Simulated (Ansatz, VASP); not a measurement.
## SiC2: VASP beside Ansatz

```
CELL_PARAMETERS angstrom
3.37635 0.00000 0.00000
-1.68817 2.92400 0.00000
0.00000 0.00000 8.27033
ATOMIC_POSITIONS crystal
Si 0.33333 0.66667 0.29167
Si 0.66667 0.33333 0.70833
C 0.00000 0.00000 0.62500
C 0.66667 0.33333 0.95833
C 0.00000 0.00000 0.37500
C 0.33333 0.66667 0.04167
```

Alike in both runs: task relaxation of cell and atoms; functional PBE; k mesh 6 × 6 × 2; occupations gaussian, width 0.1 eV; no spin polarisation.

|  | VASP | Ansatz |
| --- | --- | --- |
| version | VASP 6.6.1 | Ansatz 0.2.0 |
| potentials or method | VASP PAW PBE potentials, release 64 (Si, C) | scalar-relativistic, plane waves, PAW |
| plane-wave cutoff (eV) | 600 | 420 |
| valence electrons in the cell | 24 | 24 |

```tsv
	VASP	Ansatz	Ansatz less VASP
gap on the k mesh at the Fermi level, each at its own relaxed structure (eV)	1.50	1.49	-0.005
relaxed volume (Å³/atom)	9.10	9.12	+0.019
relaxed cell length with the largest relative difference (Å)	2.948	2.950	+0.0021
energy change over the relaxation (meV/atom)	-845	-841	+4.2
```

Caveats: the volume moved by over 15 % at a fixed basis, so the end points are rough (VASP). A k mesh can miss the band edges. PBE gaps usually lie below the measured ones, often by a third to a half.
